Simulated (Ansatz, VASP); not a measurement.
**C in VASP and in Ansatz**

File INCAR:

```
SYSTEM = C
PREC = Accurate
ENCUT = 520
EDIFF = 1E-6
ISMEAR = -1
SIGMA = 0.1
LREAL = .False.
LASPH = .True.
NELM = 100
ALGO = Normal
ISIF = 2
LWAVE = .False.
LCHARG = .False.
GGA = PE
NBANDS = 8
```

The input KPOINTS:

```
regular mesh
0
Gamma
  25 25 25
  0 0 0
```

Contents of POSCAR:

```
C
1.0
   -1.0282725828      1.0282725828      1.0282725828
    1.0282725828     -1.0282725828      1.0282725828
    1.0282725828      1.0282725828     -1.0282725828
C
1
Direct
    0.0000000000      0.0000000000      0.0000000000
```

Input for Ansatz:

```yaml
crystal:
  lattice:
    - [-1.0282725828, 1.0282725828, 1.0282725828]
    - [1.0282725828, -1.0282725828, 1.0282725828]
    - [1.0282725828, 1.0282725828, -1.0282725828]
  atoms:
    - { symbol: C, position: [0.0, 0.0, 0.0] }
kpoints:
  mp_grid: { grid: [25, 25, 25] }
scf:
  occupations: { method: fermi_dirac, width: 0.1 }
hamiltonian:
  xc: pbe
  pseudopotentials: { kind: all_electron, lapw: { basis_error: 0.001 } }
output:
  forces: true
  stress: true
  eigenvalues: true
  populations: true
```

Change from the starting cell: volume scaled by 0.65, LAPW.

Alike in both runs: task single point; functional PBE; k mesh 25 × 25 × 25; occupations fermi-dirac, width 0.1 eV; no spin polarisation.

|  | VASP | Ansatz |
| --- | --- | --- |
| version | VASP 6.6.1 | Ansatz 0.2.0 |
| potentials or method | VASP PAW PBE potentials, release 64 (C) | all-electron LAPW, scalar-relativistic |
| plane-wave cutoff (eV) | 520 | see its input |

```tsv
	VASP	Ansatz	Ansatz less VASP
pressure (GPa)	190.4	189.8	-0.63
```

Ansatz ran all-electron here, so the differences hold the error of VASP's frozen core and of both bases.

Caveats: the cell as given lies far from equilibrium; so large a pressure means that the cell lies far from this level's equilibrium, or that cutoff or potentials fall short (VASP).
